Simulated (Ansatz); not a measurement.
Consider RuO$_{2}$ in the rutile structure (space group P4_2/mnm, No. 136; a = 4.4661 Å, c = 3.0919 Å).

Calculations: Ansatz (an electronic-structure program), PBEsol, PAW, cutoff 420 eV, without spin-orbit coupling.

One change was made to it. Results:

```tsv
quantity	base	after
density	7.17 g/cm³	7.52 g/cm³
c/a ratio	0.692	0.701
shortest interatomic distance	1.933 Å	1.898 Å
```

Problem. Which of these changes matches the shifts?
A) pressure 30 GPa
B) pressure 100 GPa
C) pressure 15 GPa
D) pressure −1 GPa

Solution. C, pressure 15 GPa. For comparison, the density in the other runs: pressure 100 GPa gives 8.93 g/cm³; pressure −1 GPa gives 7.14 g/cm³; pressure 30 GPa gives 7.83 g/cm³.

Load acts through the strain it causes; cell and atoms are relaxed under it. Stability against distortions was not tested. Competing high-pressure phases were not computed. No Hubbard U is applied, and correlation can decide whether such a compound is a metal. All final runs are without spin polarisation.
